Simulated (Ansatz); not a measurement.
## SnSe under changes of volume

One of the cells (50.458 Å³/atom); the others are scaled copies at fixed shape and fractional positions:

```xyz
4
Lattice="4.2853 0.0000 0.0000 0.0000 4.2853 0.0000 0.0000 0.0000 10.9907" Properties=species:S:1:pos:R:3 pbc="T T T"
Sn    0.0000    2.1427    6.8996
Sn    2.1427    0.0000    4.0911
Se    0.0000    2.1427    4.2200
Se    2.1427    0.0000    6.7707
```

```yaml
Program: Ansatz 0.2.0
Functional: LDA
Potentials_or_basis: all-electron LAPW, scalar-relativistic
Cutoff: 239 eV (chosen from the basis error)
Basis_error_allowed: 0.002 eV/atom
k_mesh: 6 × 6 × 3
Occupations: fermi-dirac, width 0.05 eV
Spin: no spin polarisation
```

```tsv
volume (Å³/atom)	energy over the lowest point (meV/atom)	gap on the mesh (eV)	largest force (eV/Å)
47.431	0.00	1.40	0.315
48.440	0.07	1.43	0.186
49.449	3.94	1.45	0.110
50.458	11.21	1.47	0.245
51.468	21.51	1.48	0.370
52.477	34.53	1.50	0.486
53.486	?	?	?
```

Q: What does the run at 53.486 Å³/atom give?

A: Energy over the lowest point 49.99 meV/atom; gap on the mesh 1.51 eV; largest force 0.594 eV/Å.

Worked out: A Birch-Murnaghan fit of order 3 (a polynomial in V^(-2/3)) to the other rows has its minimum at 47.91 Å³/atom with B0 = V·E''(V) = 30 GPa and B' = 4.3 at fixed shape and positions, which overstates the stiffness. It gives 49.97 meV/atom at 53.486 Å³/atom, against the run's 49.99. A straight line through the other rows of the gap, of slope 0.948 eV per unit of ln V (its deformation potential), extrapolates to 1.52 eV, against the run's 1.51.

Energies are extrapolated to zero smearing.

Caveats: spin-orbit coupling is left out, which moves the levels of the heavy elements.

A mesh can miss the band edges.
